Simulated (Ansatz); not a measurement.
# ZnSe (F-43m): how far a G0W0 gap depends on its settings

Aim: test how the G0W0 gap of the published phase of ZnSe (F-43m) moves with the number of bands, the screening cutoff and the other choices.

Program: Ansatz 0.2.0. G0W0, plane waves. The values are computed, spin-unpolarised, and not measurements.

### Step 1. The cell

The cell was relaxed beforehand with r2SCAN.

The symmetry is F-43m (No. 216, cubic); a = 5.665 Å in the conventional setting, 22.72 Å³ an atom. Zn has 4 Se at 2.45 Å; Se has 4 Zn at 2.45 Å.

Coordinates:

Space group F-43m (No. 216). a = 5.665 Å, b = 5.665 Å, c = 5.665 Å, α = 90.00°, β = 90.00°, γ = 90.00°
```
atom  site  symmetry       x       y       z
  Zn    4a      -43m  0.0000  0.0000  0.0000
  Se    4d      -43m  0.2500  0.2500  0.7500
```

### Step 2. 73 empty bands, 80 eV

input.yaml reads:

```yaml
crystal:
  lattice:
    - [0.0, 2.8324246769, 2.8324246769]
    - [2.8324246769, 0.0, 2.8324246769]
    - [2.8324246769, 2.8324246769, 0.0]
  atoms:
    - { symbol: Zn, position: [0.0, 0.0, 0.0] }
    - { symbol: Se, position: [0.25, 0.25, 0.25] }
kpoints:
  mp_grid: { grid: [4, 4, 4] }
hamiltonian:
  xc: pbe
scf:
  occupations: { method: fixed }
gw:
  n_empty_bands: 73
  ecut_chi: 80
  qp_bands: [v2, c2]
  qp_kpoints: band_edges
  screening: { model: contour_deformation }
```

Launch:

```
$ ansatz run input.yaml --threads 4 --pin off --max-ram 5529MiB --backend cpu --events-out ev --progress --plain --runs-dir out
```

### Step 3. 170 empty bands, 140 eV

input.yaml: that of step 2 with these lines changed.

```diff
@@ -15,4 +15,4 @@
 gw:
-  n_empty_bands: 73
-  ecut_chi: 80
+  n_empty_bands: 170
+  ecut_chi: 140
   qp_bands: [v2, c2]
```

### Step 4. 314 empty bands, 210 eV

input.yaml: that of step 3 with these lines changed.

```diff
@@ -15,4 +15,4 @@
 gw:
-  n_empty_bands: 170
-  ecut_chi: 140
+  n_empty_bands: 314
+  ecut_chi: 210
   qp_bands: [v2, c2]
```

### Step 5. Starting from HSE06

input.yaml: that of step 4 with these lines changed.

```diff
@@ -11,3 +11,3 @@
 hamiltonian:
-  xc: pbe
+  xc: hse06
 scf:
@@ -15,4 +15,4 @@
 gw:
-  n_empty_bands: 314
-  ecut_chi: 210
+  n_empty_bands: 170
+  ecut_chi: 140
   qp_bands: [v2, c2]
```

### Step 6. Starting from LDA

input.yaml: that of step 5 with these lines changed.

```diff
@@ -11,3 +11,3 @@
 hamiltonian:
-  xc: hse06
+  xc: lda
 scf:
```

### Step 7. Starting from r2SCAN

input.yaml: that of step 6 with these lines changed.

```diff
@@ -11,3 +11,3 @@
 hamiltonian:
-  xc: lda
+  xc: r2scan
 scf:
```

### Step 8. A plasmon pole in place of the full frequency dependence

input.yaml: that of step 7 with these lines changed.

```diff
@@ -11,3 +11,3 @@
 hamiltonian:
-  xc: r2scan
+  xc: pbe
 scf:
@@ -19,2 +19,2 @@
   qp_kpoints: band_edges
-  screening: { model: contour_deformation }
+  screening: { model: godby_needs }
```

### Step 9. A finer mesh, 6×6×6

input.yaml: that of step 8 with these lines changed.

```diff
@@ -9,3 +9,3 @@
 kpoints:
-  mp_grid: { grid: [4, 4, 4] }
+  mp_grid: { grid: [6, 6, 6] }
 hamiltonian:
@@ -15,6 +15,6 @@
 gw:
-  n_empty_bands: 170
-  ecut_chi: 140
+  n_empty_bands: 73
+  ecut_chi: 80
   qp_bands: [v2, c2]
   qp_kpoints: band_edges
-  screening: { model: godby_needs }
+  screening: { model: contour_deformation }
```

### Step 10. Norm-conserving pseudopotentials

input.yaml: that of step 9 with these lines changed.

```diff
@@ -9,5 +9,6 @@
 kpoints:
-  mp_grid: { grid: [6, 6, 6] }
+  mp_grid: { grid: [4, 4, 4] }
 hamiltonian:
   xc: pbe
+  pseudopotentials: { kind: nc }
 scf:
@@ -15,4 +16,4 @@
 gw:
-  n_empty_bands: 73
-  ecut_chi: 80
+  n_empty_bands: 170
+  ecut_chi: 140
   qp_bands: [v2, c2]
```

Before running it: what results should come out? Wanted: for each run, start; potentials; frequencies; empty bands; cutoff; Kohn-Sham gap; G0W0 gap.

The runs gave:

```
 start  potentials  frequencies  empty bands  cutoff (eV)   mesh  Kohn-Sham gap (eV)  G0W0 gap (eV)
   PBE         PAW         full           73           80  4×4×4                1.28           2.34
   PBE         PAW         full          170          140  4×4×4                1.28           2.28
   PBE         PAW         full          314          210  4×4×4                1.28           2.26
 HSE06         PAW         full          170          140  4×4×4                2.44           2.91
   LDA         PAW         full          170          140  4×4×4                1.02           2.13
r2SCAN         PAW         full          170          140  4×4×4                1.86           2.61
   PBE         PAW         pole          170          140  4×4×4                1.28           2.33
   PBE         PAW         full           73           80  6×6×6                1.29           2.43
   PBE          NC         full          170          140  4×4×4                1.28           2.26
```

Gaps are those on each run's own mesh.

With bands and cutoff raised together, from 73 bands at 80 eV to 314 at 210 eV, the gap moves by -0.08 eV, and on the last rung by -0.02 eV; extrapolated in 1/N from the last two rungs, the limit on this k mesh would lie near 2.2 eV. The starting point matters: against PBE, HSE06 gives +0.63 eV, LDA gives -0.15 eV, r2SCAN gives +0.33 eV. The plasmon pole changes the gap by +0.055 eV. Norm-conserving potentials change it by -0.022 eV. On the finer mesh the quasiparticle shift is +1.13 eV, against +1.06 eV on the coarse one.
